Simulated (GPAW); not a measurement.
TaN:

```
Ta N
1.0
     2.93800    0.00000    0.00000
    -1.46900    2.54438    0.00000
     0.00000    0.00000    2.88300
Ta N
1 1
Direct
  0.00000 0.00000 0.50000
  0.66667 0.33333 0.00000
```

- Program: GPAW 26.7.0
- Task: relaxation of cell and atoms
- Functional: PBEsol
- Dispersion: D4
- Potentials or basis: PAW data sets generated in the run's folder for this functional
- Cutoff: 800 eV
- Basis: pw
- k mesh: 9 × 9 × 8
- Occupations: fermi-dirac, width 0.05 eV
- Spin: no spin polarisation

At the start: pressure -7.7 GPa; volume 10.78 Å³/atom.

Task: Where does the relaxation end?

Result: Over 4 steps the energy falls by 4.8 meV/atom and the volume is 10.54 Å³/atom (-2.2 %); space group P-6m2 (No. 187, to 0.05 Å).

Step by step:
| step | energy change (eV) | largest force (eV/Å) | pressure (GPa) | volume (Å³) |
| --- | --- | --- | --- | --- |
| 1 | 0.0000 | 0.0000 | -7.71 | 21.55 |
| 2 | -0.0078 | 0.0000 | -3.86 | 21.31 |
| 3 | -0.0097 | 0.0000 | 0.09 | 21.08 |
| 4 | -0.0097 | 0.0000 | 0.01 | 21.09 |

Final structure:
```cif
data_structure
_symmetry_space_group_name_H-M 'P 1'
_symmetry_Int_Tables_number 1
_cell_length_a 2.9162
_cell_length_b 2.9162
_cell_length_c 2.8631
_cell_angle_alpha 90.000
_cell_angle_beta 90.000
_cell_angle_gamma 120.000
_cell_volume 21.09
loop_
_atom_site_label
_atom_site_type_symbol
_atom_site_fract_x
_atom_site_fract_y
_atom_site_fract_z
_atom_site_occupancy
Ta1 Ta 0.00000 0.00000 0.50000 1
N1 N 0.66667 0.33333 0.00000 1
```

Caveat: later steps reuse the first step's grids; pairwise dispersion overbinds metals, which lowers pressure and volume.
